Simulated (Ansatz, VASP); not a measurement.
# Br in VASP and in Ansatz

```xyz
3
Lattice="4.7171 0.0000 0.0000 0.0000 4.7171 0.0000 0.0000 0.0000 4.7171" Properties=species:S:1:pos:R:3 pbc="T T T"
Br    2.3586    0.0000    0.0000
Br    0.0000    2.3586    0.0000
Br    0.0000    0.0000    2.3586
```

Alike in both runs: task single point; functional r2SCAN; k mesh 5 × 5 × 5; occupations gaussian, width 0.15 eV; no spin polarisation.

```csv
,VASP,Ansatz
version,VASP 6.6.1,Ansatz 0.2.0
potentials or method,"VASP PAW PBE potentials, release 64 (Br)","plane waves, norm-conserving potentials"
plane-wave cutoff (eV),520,600
valence electrons in the cell,21,21
```

```tsv
	VASP	Ansatz	Ansatz less VASP
gap on the k mesh at the Fermi level (eV)	none	none	-
pressure (GPa)	-2.4	-2.3	+0.02
```

A gap of «none» marks a metal or a gap that the smearing closes. Ansatz warned: «stress_scf_threshold_loose».

Caveats: the PAW data sets were made with another functional, which shifts forces and pressure a little (VASP); an odd number of electrons without spin polarisation forces a metal; a magnetic or distorted state may lie lower.
